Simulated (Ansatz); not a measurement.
Input and command of a plane-wave DFT calculation in Ansatz:

```yaml
crystal:
  lattice:
    - [-1.44279332, 1.44279332, 1.37608145]
    - [1.44279332, -1.44279332, 1.37608145]
    - [1.44279332, 1.44279332, -1.37608145]
  atoms:
    - { symbol: Cu, position: [0.0, 0.0, 0.0] }
basis:
  ecutwfc: 500
kpoints:
  mp_grid: { grid: [10, 10, 10] }
hamiltonian:
  xc: r2scan
scf:
  occupations: { method: gaussian, width: 0.2 }
output:
  forces: true
  stress: true
  eigenvalues: true
```

```bash
ansatz run input.yaml --threads 1 --pin off --max-ram 2560MiB --backend cpu --events-out ev --progress --plain --runs-dir out
```

Processor: AMD EPYC 9R45 96-Core Processor (Zen 5), 1 thread, on a host shared with other jobs.

Q: How long does it run, and how much memory does it take?

A: About 0.89 s on 1 thread of AMD EPYC 9R45 96-Core Processor (Zen 5), with other jobs on the host, peak memory 0.37 GiB. It solves 14 bands at 102 k points (the mesh reduced by symmetry) with about 313 plane waves, in 6 SCF iterations.
